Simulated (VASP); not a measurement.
VASP 6.6.1 run: SrTiO3

INCAR

```
EDIFF = 1E-7
IBRION = -1
LREAL = .FALSE.
SIGMA = 0.02
NELM = 120
IVDW = 11
NSW = 0
ENCUT = 520
ISMEAR = -1
PREC = Accurate
LCHARG = .FALSE.
ISIF = 2
NBANDS = 28
METAGGA = RTPSS
LWAVE = .FALSE.
LASPH = .TRUE.
```

KPOINTS

```
KPOINTS created by Atomic Simulation Environment
0
Gamma
6 6 6
0 0 0
```

POSCAR

```
Sr Ti O
 1.0000000000000000
     3.9459200166000001    0.0000000000000000    0.0000000000000000
     0.0000000000000000    3.9459200166000001    0.0000000000000000
     0.0000000000000000    0.0000000000000000    3.9459200166000001
 Sr  Ti  O
   1   1   3
Cartesian
  0.0000000000000000  0.0000000000000000  0.0000000000000000
  1.9729600083000001  1.9729600083000001  1.9729600083000001
  1.9729600083000001  1.9729600083000001  0.0000000000000000
  1.9729600083000001  0.0000000000000000  1.9729600083000001
  0.0000000000000000  1.9729600083000001  1.9729600083000001
```

The recommended PBE PAW datasets give the neutral cell 40 valence electrons.

Command

```
mpirun -np 1 vasp_std
```

Standard output (part)

```
POSCAR found type information on POSCAR SrTiO
 POSCAR found :  3 types and       5 ions
|     EEEEEEE  RRRRRR   RRRRRR   OOOOOOO  RRRRRR      ###     ###     ###     |
|     E        R     R  R     R  O     O  R     R     ###     ###     ###     |
|     E        R     R  R     R  O     O  R     R     ###     ###     ###     |
|     EEEEE    RRRRRR   RRRRRR   O     O  RRRRRR       #       #       #      |
|     E        R    R   R    R   O     O  R    R      ###     ###     ###     |
|     EEEEEEE  R     R  R     R  OOOOOOO  R     R     ###     ###     ###     |
|     Unsupported xc functional, please specify VDW_S6, VDW_S8, VDW_SR        |
|     and VDW_SR8 in the INCAR file.                                          |
|       ---->  I REFUSE TO CONTINUE WITH THIS SICK JOB ... BYE!!! <----       |
```

VASP stopped before the first electronic step.

The run took about 0.9 s on one core of a shared host (Intel Xeon Platinum 8488C).
